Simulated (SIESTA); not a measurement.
The system is MgO.

```
CELL_PARAMETERS angstrom
0.00000 2.09700 2.09700
2.09700 0.00000 2.09700
2.09700 2.09700 0.00000
ATOMIC_POSITIONS crystal
Mg 0.00000 0.00000 0.00000
O 0.50000 0.50000 0.50000
```

The cell is a database's computed one.

| Quantity | Value |
| --- | --- |
| Program | SIESTA 5.4.2 |
| Task | relaxation of cell and atoms |
| Functional | PBE |
| Potentials or basis | PseudoDojo 0.4 standard (PBE files) |
| Basis | DZP (energy shift 0.003 Ry; two zetas on semicore shells) |
| Grid cutoff | 1200 Ry |
| Energy shift | 0.003 Ry |
| k mesh | 8 × 8 × 8 |
| Occupations | fermi-dirac, width 0.05 eV |
| Spin | no spin polarisation |

At the start: pressure 10.5 GPa; volume 9.22 Å³/atom.

Problem. How do energy, volume and symmetry change on relaxing?

Solution. Over 4 steps the energy falls by 18.6 meV/atom and the volume is 9.83 Å³/atom (+6.6 %); space group Fm-3m (No. 225, to 0.05 Å).

The path:
```
step  energy change (eV)  largest force (eV/Å)  pressure (GPa)  volume (Å³)
   1              0.0000                0.0000           10.50        18.44
   2             -0.0035                0.0000            9.91        18.50
   3             -0.0366                0.0000            1.24        19.49
   4             -0.0372                0.0000           -0.01        19.67
```

Final structure:
```
Mg O
1.0
     0.00002    2.14245    2.14245
     2.14245    0.00002    2.14245
     2.14245    2.14245    0.00002
Mg O
1 1
Cartesian
  0.0000 0.0000 0.0000
  2.1425 2.1425 2.1425
```

Caveat: the basis of atomic orbitals isn't converged, which shifts pressures, moduli and gaps.
